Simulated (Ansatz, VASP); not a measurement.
## Si in VASP and in Ansatz

```
Si
1.0
     0.00000    1.91083    2.10191
     1.91083    0.00000    2.10191
     1.91083    1.91083    0.00000
Si
1
Cartesian
  0.0000 0.0000 0.0000
```

Change from the starting cell: strain +0.1000 x Voigt [0, 0, 1, 0, 0, 0], atoms carried along.

Alike in both runs: task single point; functional PBE; dispersion D3(BJ); k mesh 22 × 22 × 22; occupations gaussian, width 0.15 eV; no spin polarisation.

```csv
,VASP,Ansatz
version,VASP 6.6.1,Ansatz 0.2.0
potentials or method,"VASP PAW PBE potentials, release 64 (Si)","scalar-relativistic, plane waves, PAW"
plane-wave cutoff (eV),520,420
valence electrons in the cell,4,4
```

```tsv
	VASP	Ansatz	Ansatz less VASP
gap on the k mesh at the Fermi level (eV)	none	none	-
pressure (GPa)	-8.6	-8.5	+0.02
largest component of the traceless stress (GPa)	1.18	1.18	-0.008
```

A gap of «none» marks a metal or a gap that the smearing closes. With one functional, cell and mesh, what is left measures potentials, basis and numerics.

Caveats: pairwise dispersion overbinds metals, which lowers pressure and volume.
